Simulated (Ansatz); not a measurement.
All numbers below come from DFT PBE, scalar-relativistic, plane waves, PAW in Ansatz. All cells share a 420 eV cutoff and Γ-centred k meshes spaced at most about 0.3 Å⁻¹ (about 0.25 or finer for metals, 2π included). No spin polarisation.

Each guess is relaxed in cell and atoms at zero pressure, on a coarse mesh first where it starts far from rest and then on a converged one. The steps can't lower the symmetry of the start, but it can rise. Energies are static (0 K, no zero-point motion).

Two unrelaxed guesses for TiC:

Guess 1.

```
CELL_PARAMETERS angstrom
-1.55618 1.55618 2.09047
1.55618 -1.55618 2.09047
1.55618 1.55618 -2.09047
ATOMIC_POSITIONS crystal
Ti 0.92837 0.92837 0.00000
C 0.57163 0.57163 0.00000
```

Guess 2.

```
CELL_PARAMETERS angstrom
3.02934 0.00000 0.00000
0.00000 3.02934 0.00000
0.00000 0.00000 3.02934
ATOMIC_POSITIONS crystal
Ti 0.00000 0.00000 0.00000
C 0.50000 0.50000 0.50000
```

Question: Which guess leads to the lower structure, and by how much?

Answer: Guess 1 ends lower, by 1.18 eV/atom. Guess 1: I4mm at 10.1 Å³/atom → Fm-3m (rock salt type) at 10.2 Å³/atom; Guess 2: Pm-3m at 13.9 Å³/atom → Pm-3m (caesium chloride type) at 10.0 Å³/atom. Counting C atoms around Ti (those within 1.25 times the shortest such distance or 1.15 times the sum of covalent radii), the end of guess 1 has Ti 6 and the end of guess 2 has Ti 8. End of guess 1. Conventional cell: a = 4.333 Å. Ti is surrounded by 6 C at 2.17 Å; C has 6 Ti at 2.17 Å. End of guess 2. Conventional cell: a = 2.711 Å. Ti is surrounded by 8 C at 2.35 Å and 6 Ti at 2.71 Å; C is surrounded by 8 Ti at 2.35 Å and 6 C at 2.71 Å.

Ends held by symmetry can be saddle points.
